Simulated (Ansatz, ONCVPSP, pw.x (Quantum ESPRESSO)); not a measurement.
## What a changed setting does to a pw.x run (bcc Mg)

Potential: optimised norm-conserving Vanderbilt (ONCV), ONCVPSP 4.0.1.1 (patched build), PBE; core [Ne], reference 3s2; waves: 3s: rc 2.60 bohr, ncon 5, nbas 8, qcut 3.1 1/bohr, 1 projector; p scattering state at 0.37 Ha: rc 2.60 bohr, ncon 4, nbas 7, qcut 3.1 1/bohr, 2 projectors, debl 0.3 Ha; d scattering state at 0.17 Ha: rc 2.60 bohr, ncon 3, nbas 7, qcut 3.5 1/bohr, local; local part: the d channel; core correction: polynomial model core, fcfact 0.66. In the p channel the program set the typed energies aside and used 0.050, 0.350 Ha.

The reference run (k-mesh 13³, cutoffs 50/200 Ry, Fermi–Dirac 0.01 Ry, mixing_beta 0.4, conv_thr 1e-9, no spin) gives 0.14 GPa at 22.870 Å³/atom, where all-electron LAPW gives 0.19 GPa. This run, with its own iteration cap, changes nspin = 2 with starting_magnetization to 0.5.

```
&control
  calculation='scf', prefix='x', pseudo_dir='./', outdir='./tmp', tstress=.true., disk_io='none'
/
&system
  ibrav=0, nat=1, ntyp=1, ecutwfc=50, ecutrho=200, nbnd=8,
  occupations='smearing', smearing='fd', degauss=0.01, nspin=2, starting_magnetization(1)=0.5
/
&electrons
  conv_thr=1e-09, mixing_beta=0.4, electron_maxstep=60
/
ATOMIC_SPECIES
Mg 1.0 Mg.UPF
CELL_PARAMETERS angstrom
  -1.78814222 1.78814222 1.78814222
  1.78814222 -1.78814222 1.78814222
  1.78814222 1.78814222 -1.78814222
ATOMIC_POSITIONS crystal
Mg 0.0000 0.0000 0.0000
K_POINTS automatic
13 13 13 0 0 0
```

```bash
pw.x < Mg.scf.in > Mg.scf.out
```

How does the run end?

It converges in 7 iterations; the free energy moves by +0.0 meV/atom and the pressure by +0.00 GPa. The result is that of the reference run.

```
Message from routine setup:
     using ibrav=0 with symmetry is DISCOURAGED, use correct ibrav instead
     lattice parameter (alat)  =       5.8528  a.u.
     unit-cell volume          =     154.3344 (a.u.)^3
     number of electrons       =         2.00
     number of Kohn-Sham states=            8
     kinetic-energy cutoff     =      50.0000  Ry
     charge density cutoff     =     200.0000  Ry
     scf convergence threshold =      1.0E-09
     Exchange-correlation= PBE
     atomic species   magnetization
     number of k points=    84  Fermi-Dirac smearing, width (Ry)=  0.0100
     iteration #  1     ecut=    50.00 Ry     beta= 0.40
     total energy              =      -3.33519923 Ry
     estimated scf accuracy    <       0.00476124 Ry
     total magnetization       =     0.29 Bohr mag/cell
     absolute magnetization    =     0.29 Bohr mag/cell
     iteration #  2     ecut=    50.00 Ry     beta= 0.40
     total energy              =      -3.34215127 Ry
     estimated scf accuracy    <       0.00193631 Ry
     total magnetization       =     0.21 Bohr mag/cell
     absolute magnetization    =     0.21 Bohr mag/cell
     iteration #  3     ecut=    50.00 Ry     beta= 0.40
     total energy              =      -3.34444518 Ry
     estimated scf accuracy    <       0.00004042 Ry
     total magnetization       =     0.06 Bohr mag/cell
     absolute magnetization    =     0.06 Bohr mag/cell
     iteration #  4     ecut=    50.00 Ry     beta= 0.40
     total energy              =      -3.34458093 Ry
     estimated scf accuracy    <       0.00001777 Ry
     total magnetization       =     0.03 Bohr mag/cell
     absolute magnetization    =     0.03 Bohr mag/cell
     iteration #  5     ecut=    50.00 Ry     beta= 0.40
     total energy              =      -3.34463731 Ry
     estimated scf accuracy    <       0.00000010 Ry
     total magnetization       =     0.00 Bohr mag/cell
     absolute magnetization    =     0.00 Bohr mag/cell
     iteration #  6     ecut=    50.00 Ry     beta= 0.40
     total energy              =      -3.34464137 Ry
     estimated scf accuracy    <       0.00000008 Ry
     total magnetization       =    -0.00 Bohr mag/cell
     absolute magnetization    =     0.00 Bohr mag/cell
     iteration #  7     ecut=    50.00 Ry     beta= 0.40
     the Fermi energy is     3.6837 ev
!    total energy              =      -3.34464198 Ry
     estimated scf accuracy    <          8.1E-10 Ry
     smearing contrib. (-TS)   =      -0.00215480 Ry
     The total energy is F=E-TS. E is the sum of the following terms:
     one-electron contribution =       1.29964403 Ry
     hartree contribution      =       0.00390632 Ry
     xc contribution           =      -2.49207080 Ry
     ewald contribution        =      -2.15396673 Ry
     total magnetization       =    -0.00 Bohr mag/cell
     absolute magnetization    =     0.00 Bohr mag/cell
     convergence has been achieved in   7 iterations
          total   stress  (Ry/bohr**3)                   (kbar)     P=        1.44
     Message from routine punch:
     Nothing written, as per user request (disk_io='none')
```

The run took about 28 s on one core of a shared host (Neoverse-N1, 64 threads, 124 GiB, load 54).
